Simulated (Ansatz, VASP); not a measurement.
**Two plane-wave programs on HfN**

INCAR

```
  PREC = Accurate
  ENCUT = 520
  EDIFF = 1E-7
  ISMEAR = -1
  SIGMA = 0.05
  LREAL = F
  LASPH = T
  NELM = 60
  ALGO = Normal
  ISIF = 2
  LWAVE = F
  LCHARG = T
  GGA = CA
  LELF = T
  LVHAR = T
  NBANDS = 14
```

KPOINTS

```
Automatic mesh
0
Gamma
  11 11 11
```

File POSCAR:

```
HfN
1.0
    0.0000000000      2.2560000000      2.2560000000
    2.2560000000      0.0000000000      2.2560000000
    2.2560000000      2.2560000000      0.0000000000
Hf N
1 1
Direct
    0.0000000000      0.0000000000      0.0000000000
    0.5000000000      0.5000000000      0.5000000000
```

Input for Ansatz:

```yaml
crystal:
  lattice:
    - [0.0, 2.256, 2.256]
    - [2.256, 0.0, 2.256]
    - [2.256, 2.256, 0.0]
  atoms:
    - { symbol: Hf, position: [0.0, 0.0, 0.0] }
    - { symbol: "N", position: [0.5, 0.5, 0.5] }
basis:
  ecutwfc: 500.0
kpoints:
  mp_grid:
    grid: [11, 11, 11]
hamiltonian:
  xc: lda
  pseudopotentials:
    kind: paw
scf:
  occupations:
    method: fermi_dirac
    width: 0.05
output:
  stress: true
```

Alike in both runs: task single point; functional LDA; k mesh 11 × 11 × 11; occupations fermi-dirac, width 0.05 eV; no spin polarisation.

|  | VASP | Ansatz |
| --- | --- | --- |
| version | VASP 6.6.1 | Ansatz 0.2.0 |
| potentials or method | VASP PAW LDA potentials, release 64 (Hf_pv, N) | plane waves, PAW |
| plane-wave cutoff (eV) | 520 | 500 |
| valence electrons in the cell | 15 | 31 |

```tsv
	VASP	Ansatz	Ansatz less VASP
pressure (GPa)	-9.5	-8.3	+1.18
```

The two sets of potentials don't hold the same shells in valence.

Spin-orbit coupling is left out, which matters for the levels of Hf.
